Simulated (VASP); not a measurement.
# ZrSe2 in VASP: further runs, part 2 of 3

VASP 6.6.1. The steps go on from the part before.

## (3) Band structure, PBE+D3(BJ), spin-orbit coupling, no magnetisation

Input file INCAR:

```
ALGO = Normal
DIPOL = 0.5 0.5 0.500
EDIFF = 1E-6
ENCUT = 520
GGA = PE
GGA_COMPAT = F
IDIPOL = 3
ISIF = 2
ISMEAR = 0
IVDW = 12
KPAR = 4
LASPH = T
LCHARG = F
LDIPOL = T
LMAXMIX = 4
LORBIT = 11
LREAL = F
LSORBIT = T
LVACPOTAV = T
LVHAR = T
LWAVE = F
MAGMOM = 0 0 0 0 0 0 0 0 0 0 0 0 0 0 0 0 0 0 0 0 0 0 0 0 0 0 0
NBANDS = 93
NELM = 80
PREC = Accurate
SIGMA = 0.03
```

Input file KPOINTS:

```
k-points
0
Gamma
  9 9 1
```

Input file POSCAR:

```
ZrSe2                                   
1.0
    3.7445162178      0.0000000000      0.0000000000
   -1.8722581089      3.2428461661      0.0000000000
    0.0000000000      0.0000000000     33.4800000000
  Se              Zr            
     6     3
Direct
     0.6666666699999979    0.3333333300000021    0.2712238193367430
     0.3333333300000021    0.6666666699999979    0.3666923994899987
     0.6666666699999979    0.3333333300000021    0.4523173943975637
     0.3333333300000021    0.6666666699999979    0.5476826056024363
     0.6666666699999979    0.3333333300000021    0.6333076005100013
     0.3333333300000021    0.6666666699999979    0.7287761806632571
     0.0000000000000000    0.0000000000000000    0.3190118459504960
     0.0000000000000000    0.0000000000000000    0.5000000000000000
     0.0000000000000000    0.0000000000000000    0.6809881540495041
```

Input file KPOINTS_OPT:

```
explicit points
67
Reciprocal
 0.0000000000  0.0000000000  0.0000000000 1
 0.0357142900  0.0000000000  0.0000000000 1
 0.0714285700  0.0000000000  0.0000000000 1
 0.1071428600  0.0000000000  0.0000000000 1
 0.1428571400  0.0000000000  0.0000000000 1
 0.1785714300  0.0000000000  0.0000000000 1
 0.2142857100  0.0000000000  0.0000000000 1
 0.2500000000  0.0000000000  0.0000000000 1
 0.2857142900  0.0000000000  0.0000000000 1
 0.3214285700  0.0000000000  0.0000000000 1
 0.3571428600  0.0000000000  0.0000000000 1
 0.3928571400  0.0000000000  0.0000000000 1
 0.4285714300  0.0000000000  0.0000000000 1
 0.4642857100  0.0000000000  0.0000000000 1
 0.5000000000  0.0000000000  0.0000000000 1
 0.4791666700  0.0416666700  0.0000000000 1
 0.4583333300  0.0833333300  0.0000000000 1
 0.4375000000  0.1250000000  0.0000000000 1
 0.4166666700  0.1666666700  0.0000000000 1
 0.3958333300  0.2083333300  0.0000000000 1
 0.3750000000  0.2500000000  0.0000000000 1
 0.3541666700  0.2916666700  0.0000000000 1
 0.3333333300  0.3333333300  0.0000000000 1
 0.3137254900  0.3137254900  0.0000000000 1
 0.2941176500  0.2941176500  0.0000000000 1
 0.2745098000  0.2745098000  0.0000000000 1
 0.2549019600  0.2549019600  0.0000000000 1
 0.2352941200  0.2352941200  0.0000000000 1
 0.2156862700  0.2156862700  0.0000000000 1
 0.1960784300  0.1960784300  0.0000000000 1
 0.1764705900  0.1764705900  0.0000000000 1
 0.1568627500  0.1568627500  0.0000000000 1
 0.1372549000  0.1372549000  0.0000000000 1
 0.1176470600  0.1176470600  0.0000000000 1
 0.0980392200  0.0980392200  0.0000000000 1
 0.0784313700  0.0784313700  0.0000000000 1
 0.0588235300  0.0588235300  0.0000000000 1
 0.0392156900  0.0392156900  0.0000000000 1
 0.0196078400  0.0196078400  0.0000000000 1
 0.0000000000  0.0000000000  0.0000000000 1
 0.0000000000  0.0000000000  0.0000000000 1
 0.0072536500 -0.0036268200  0.0000000000 1
-0.0072536500  0.0036268200  0.0000000000 1
 0.0211564700 -0.0105782300  0.0000000000 1
-0.0211564700  0.0105782300  0.0000000000 1
 0.0000000000  0.0062818400  0.0000000000 1
-0.0000000000 -0.0062818400  0.0000000000 1
 0.0000000000  0.0183220400  0.0000000000 1
-0.0000000000 -0.0183220400  0.0000000000 1
 0.5000000000  0.0000000000  0.0000000000 1
 0.5072536500 -0.0036268200  0.0000000000 1
 0.4927463500  0.0036268200  0.0000000000 1
 0.5211564700 -0.0105782300  0.0000000000 1
 0.4788435300  0.0105782300  0.0000000000 1
 0.5000000000  0.0062818400  0.0000000000 1
 0.5000000000 -0.0062818400  0.0000000000 1
 0.5000000000  0.0183220400  0.0000000000 1
 0.5000000000 -0.0183220400  0.0000000000 1
 0.3333333300  0.3333333300  0.0000000000 1
 0.3405869800  0.3297065100  0.0000000000 1
 0.3260796800  0.3369601500  0.0000000000 1
 0.3544898000  0.3227551000  0.0000000000 1
 0.3121768600  0.3439115600  0.0000000000 1
 0.3333333300  0.3396151700  0.0000000000 1
 0.3333333300  0.3270514900  0.0000000000 1
 0.3333333300  0.3516553700  0.0000000000 1
 0.3333333300  0.3150112900  0.0000000000 1
```

Potentials or basis: VASP PAW PBE potentials, release 64 (Se, Zr_sv).

Command:

```bash
$ cat potpaw_PBE.64/Se/POTCAR potpaw_PBE.64/Zr_sv/POTCAR > POTCAR
$ mpirun -np 4 vasp_ncl > vasp.out
```

Wall time 28 min (4 MPI ranks of Intel Xeon Platinum 8488C (Sapphire Rapids), shared host); peak memory 1.7 GiB.

It converged, with:

- Free energy: -62.2043 eV
- Largest force: 0.010 eV/Å
- Valence electrons inside the program's atomic spheres: Se 3.89; Zr 9.65, 9.66
- Dispersion energy per atom: -0.358 eV
- Work function of the upper face: 5.28 eV
- Work function of the lower face: 5.28 eV

Forces in eV/Å, atoms in the order of the input:
```
Se   0.000  0.000 -0.005
Se   0.000  0.000  0.010
Se   0.000  0.000 -0.007
Se   0.000  0.000  0.007
Se   0.000  0.000 -0.010
Se   0.000  0.000  0.005
Zr   0.000  0.000  0.004
Zr   0.000  0.000  0.000
Zr   0.000  0.000 -0.004
```

## (4) Band structure, r2SCAN

Input file INCAR:

```
ALGO = All
AMIN = 0.01
DIPOL = 0.5 0.5 0.500
EDIFF = 1E-6
ENCUT = 520
IDIPOL = 3
ISIF = 2
ISMEAR = 0
KPAR = 4
LASPH = T
LCHARG = F
LDIPOL = T
LMAXMIX = 4
LMIXTAU = T
LREAL = F
LVACPOTAV = T
LVHAR = T
LWAVE = F
METAGGA = R2SCAN
NBANDS = 46
NELM = 120
PREC = Accurate
SIGMA = 0.03
```

KPOINTS is that of step 3.

POSCAR is that of step 3.

KPOINTS_OPT is that of step 3.

Potentials or basis: VASP PAW PBE potentials, release 64 (Se, Zr_sv).

Command:

```bash
$ cat potpaw_PBE.64/Se/POTCAR potpaw_PBE.64/Zr_sv/POTCAR > POTCAR
$ mpirun -np 4 vasp_std > vasp.out
```

OUTCAR:

```text
EDIFF = 1E-6
   ENCUT = 520
   ISIF = 2
   ISMEAR = 0
   LASPH = T
   LREAL = F
   METAGGA = R2SCAN
   NELM = 120
   PREC = Accurate

 ion  position               nearest neighbor table
   1  0.667  0.333  0.271-   7 2.69   7 2.69   7 2.69
   2  0.333  0.667  0.367-   7 2.69   7 2.69   7 2.69
   3  0.667  0.333  0.452-   8 2.69   8 2.69   8 2.69
   4  0.333  0.667  0.548-   8 2.69   8 2.69   8 2.69
   5  0.667  0.333  0.633-   9 2.69   9 2.69   9 2.69
   6  0.333  0.667  0.729-   9 2.69   9 2.69   9 2.69
   7  0.000  0.000  0.319-   2 2.69   2 2.69   2 2.69   1 2.69   1 2.69   1 2.69
   8  0.000  0.000  0.500-   3 2.69   4 2.69   4 2.69   3 2.69   3 2.69   4 2.69
   9  0.000  0.000  0.681-   5 2.69   5 2.69   5 2.69   6 2.69   6 2.69   6 2.69

  LATTYP: Found a hexagonal cell.
 ALAT       =     3.7445162178
 C/A-ratio  =     8.9410749086

  Lattice vectors:

 A1 = (   3.7445162178,   0.0000000000,   0.0000000000)
 A2 = (  -1.8722581089,   3.2428461661,   0.0000000000)
 A3 = (   0.0000000000,   0.0000000000,  33.4800000000)

Analysis of symmetry for initial positions (statically):
[... 772 lines left out ...]
     45       2.6925      0.00000
     46       4.2745      0.00000

------------------------ aborting loop because EDIFF is reached ----------------------------------------

 vacuum level on the upper side and lower side of the slab       (xc-potential included)        -0.013        -0.013

  FORCE on cell =-STRESS in cart. coord.  units (eV):
  Direction    XX          YY          ZZ          XY          YZ          ZX
  --------------------------------------------------------------------------------------
  -------------------------------------------------------------------------------------
  Total        3.3224870      3.3224870      0.8138566     -0.0000000      0.0000000     -0.0000000
  in kB       13.0938197     13.0938196      3.2073841     -0.0000000      0.0000000     -0.0000000
  external PRESSURE =       9.7983411 kB  Pullay stress =       0.0000000 kB

 VOLUME and BASIS-vectors are now :
 -----------------------------------------------------------------------------
  energy-cutoff  :      520.00
  volume of cell :      406.54
      direct lattice vectors                 reciprocal lattice vectors
     3.744516218  0.000000000  0.000000000     0.267057196  0.154185544  0.000000000
    -1.872258109  3.242846166  0.000000000     0.000000000  0.308371088  0.000000000
     0.000000000  0.000000000 33.480000000     0.000000000  0.000000000  0.029868578

 POSITION                                       TOTAL-FORCE (eV/Angst)
 -----------------------------------------------------------------------------------
      1.87226      1.08095      9.08057        -0.000000      0.000000      0.094562
     -0.00000      2.16190     12.27686         0.000000      0.000000     -0.221189
      1.87226      1.08095     15.14359         0.000000     -0.000000      0.209520
     -0.00000      2.16190     18.33641        -0.000000      0.000000     -0.209520
      1.87226      1.08095     21.20314        -0.000000     -0.000000      0.221189
     -0.00000      2.16190     24.39943         0.000000     -0.000000     -0.094562
      0.00000      0.00000     10.68052         0.000000     -0.000000     -0.073782
      0.00000      0.00000     16.74000         0.000000      0.000000     -0.000000
      0.00000      0.00000     22.79948         0.000000      0.000000      0.073782
 -----------------------------------------------------------------------------------
    total drift:                               -0.000000      0.000000      0.000000

  FREE ENERGIE OF THE ION-ELECTRON SYSTEM (eV)
  ---------------------------------------------------
  free  energy   TOTEN  =      -168.1564746037 eV

  energy  without entropy=     -168.1564746037  energy(sigma->0) =     -168.15647460

 vacuum level on the upper side and lower side of the slab         5.630         5.630
```

Run time: 18 min. Hardware: 4 MPI ranks of Intel Xeon Platinum 8488C (Sapphire Rapids), shared host; peak memory 0.78 GiB.

What came out:

```yaml
Free_energy: -168.1565 eV
Largest_force: 0.221 eV/Å
Band_gap_on_the_k_mesh: 0.56 eV, indirect (least direct gap 1.34 eV)
Band_gap_along_the_path: 0.53 eV, indirect (least direct gap 1.34 eV)
Ionisation_potential_of_the_upper_face: 5.83 eV
```

Forces in eV/Å, atoms in the order of the input:
```
Se   0.000  0.000  0.095
Se   0.000  0.000 -0.221
Se   0.000  0.000  0.210
Se   0.000  0.000 -0.210
Se   0.000  0.000  0.221
Se   0.000  0.000 -0.095
Zr   0.000  0.000 -0.074
Zr   0.000  0.000  0.000
Zr   0.000  0.000  0.074
```

Caveat: the PAW data sets were made with another functional, which shifts forces and pressure a little. r2SCAN opens gaps a little over a GGA but as a rule still falls short of measured ones.

(Part 2 of 3 ends here.)
